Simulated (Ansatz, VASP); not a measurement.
# Cu: VASP beside Ansatz

```
Cu
1.0
     0.00000    1.82571    1.82571
     1.82571    0.00000    1.82571
     1.82571    1.82571    0.00000
Cu
1
Direct
  0.00000 0.00000 0.00000
```

Alike in both runs: task single point; functional LDA; k mesh 12 × 12 × 12; occupations fermi-dirac, width 0.06 eV; no spin polarisation.

```csv
,VASP,Ansatz
version,VASP 6.6.1,Ansatz 0.2 development build
potentials or method,"VASP PAW LDA potentials, release 64 (Cu), cutoff 520 eV","all-electron full-potential LAPW, scalar-relativistic"
```

VASP gave:

| Quantity | Value |
| --- | --- |
| pressure (GPa) | -15.2 |

Estimate Ansatz's values.

pressure (GPa): -16.0.

Ansatz ran all-electron here, so the differences hold the error of VASP's frozen core and of both bases.

Caveats: so large a pressure means that the cell lies far from this level's equilibrium, or that cutoff or potentials fall short (VASP).
